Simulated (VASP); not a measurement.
**Equation of state of SiO under r2SCAN**

```cif
data_structure
_symmetry_space_group_name_H-M 'P 1'
_symmetry_Int_Tables_number 1
_cell_length_a 2.8070
_cell_length_b 2.8070
_cell_length_c 2.8070
_cell_angle_alpha 90.000
_cell_angle_beta 90.000
_cell_angle_gamma 90.000
_cell_volume 22.12
loop_
_atom_site_label
_atom_site_type_symbol
_atom_site_fract_x
_atom_site_fract_y
_atom_site_fract_z
_atom_site_occupancy
Si1 Si 0.00000 0.00000 0.00000 1
O1 O 0.50000 0.50000 0.50000 1
```

The cell comes from a database or a generator and needn't be the stable form of this composition.

The cell was scaled at fixed shape and fractions and run with VASP, PBE PAW files O, Si, 520 eV; r2SCAN, k mesh 9 × 9 × 9 on the cell of 2 atoms, fermi-dirac occupations of 0.05 eV, no spin polarisation, no spin-orbit coupling. The potentials were made for PBE. Energies are those that the program minimises, any entropy of the smearing included. For a metal such a mesh isn't converged to the digits shown.

| V (Å³/atom) | energy over the lowest row (meV/atom) |
| --- | --- |
| 10.3947 | 16.436 |
| 10.6158 | ? |
| 10.8370 | 1.453 |
| 11.0582 | 0.000 |
| 11.2793 | 2.155 |
| 11.5005 | 7.576 |
| 11.7217 | 15.973 |

Problem. Fit the third-order Birch-Murnaghan form, give V0, B0 and B′, and predict the energy left open.

Solution. With y = (V0/V)^(2/3), E = E0 + (9 V0 B0/16) [(y - 1)³ B′ + (y - 1)² (6 - 4y)]. Least squares through the rows shown give V0 = 11.0330 Å³/atom, E0 = -0.012 meV, B0 = 130.6 GPa (1 eV/Å³ = 160.218 GPa) and B′ = 3.50, with a largest miss of 0.011 meV. At V = 10.6158 the form with these constants gives 6.799 meV; the run gave 6.803 meV an atom.

The energy well is smooth and slightly asymmetric: the smallest volume lies nearer the fitted minimum than the largest, yet costs more energy, 16.436 against 15.973 meV/atom. This is the usual anharmonicity, as overlap repulsion between closed shells and the kinetic energy of the compressed electrons rise faster than the bonding weakens on expansion.

In this CsCl-type arrangement each silicon has eight equal oxygen neighbours, much further away than in tetrahedral silica, so the individual bonds are probably weak. The modulus of 130.6 GPa nevertheless exceeds that of quartz, which is soft because its corner-sharing tetrahedra can rotate. Here symmetry fixes both atoms, and compression must shorten every Si–O contact.

The close prediction of the omitted point supports the interpolation, not the accuracy of the functional. The minimum concerns uniform scaling only, and leaves open whether the lattice resists shear or an off-centre shift of divalent silicon, whose 3s lone pair could favour lower symmetry.
